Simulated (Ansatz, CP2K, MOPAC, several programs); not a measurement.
Energy against volume for a 2-atom cell of KCl started from a crystallographic database, at fixed shape and fractional coordinates, computed by several methods (PBE and r2SCAN, where shown, with plane waves in Ansatz); the cell shown is that of r2SCAN. It is cubic, Pm-3m (No. 221); conventional cell a = 3.771 Å, 26.81 Å³ an atom. K has 8 Cl at 3.27 Å; Cl has 8 K at 3.27 Å. The values are computed, spin-unpolarised, and not measurements. Energies count from each curve's lowest point; fits are third-order Birch-Murnaghan.

```yaml
crystal:
  lattice:
    - [3.77081, 0.00000, 0.00000]
    - [0.00000, 3.77081, 0.00000]
    - [0.00000, 0.00000, 3.77081]
  atoms:
    - { symbol: K, position: [0.00000, 0.00000, 0.00000] }
    - { symbol: Cl, position: [0.50000, 0.50000, 0.50000] }
```

PBE/SZV (CP2K), on the shape of the cell shown:

| V (Å³/atom) | E (meV/atom) |
| --- | --- |
| 23.592 | 135.63 |
| 25.200 | 64.41 |
| 26.809 | 23.28 |
| 28.417 | 3.79 |
| 30.026 | 0.00 |

V₀ = 29.68 Å³ an atom and B₀ = 22 GPa. The lowest point lies at an end of the range, so the fit is barely bracketed.

Question: PBE/DZVP (CP2K), on the shape of the cell shown, gives

| V (Å³/atom) | E (meV/atom) |
| --- | --- |
| 23.592 | 63.87 |
| 25.200 | 23.84 |
| 26.809 | 4.52 |
| 28.417 | 0.00 |
| 30.026 | 6.10 |

What equilibrium volume and bulk modulus follow?

Answer: V₀ = 28.21 Å³ an atom and B₀ = 19 GPa.

PM7 (MOPAC), on the shape of the cell shown, as a cluster of 54 atoms at the zone centre:
```csv
V (Å³/atom),E (meV/atom)
23.592,20.92
25.200,0.00
26.809,10.56
28.417,34.47
30.026,76.39
```
The points scatter about the fit by more than 0.3 meV an atom, so no fit is quoted.

Question: r2SCAN, on the shape of its own relaxed cell, gives
```tsv
V (Å³/atom)	E (meV/atom)
25.200	7.78
26.004	1.83
26.809	0.00
27.613	1.61
28.417	6.10
```
What equilibrium volume and bulk modulus follow?

Answer: V₀ = 26.81 Å³ an atom and B₀ = 23 GPa.

light PBE (260 eV and a coarse mesh), on the shape of the cell shown:
```
V (Å³/atom)  E (meV/atom)
     24.664         36.26
     25.736         14.80
     26.809          4.49
     27.881          0.90
     28.953          0.00
     30.026          6.05
```
The points scatter about the fit by more than 0.3 meV an atom, since at so low a cutoff the number of plane waves jumps with the volume, so no fit is quoted.
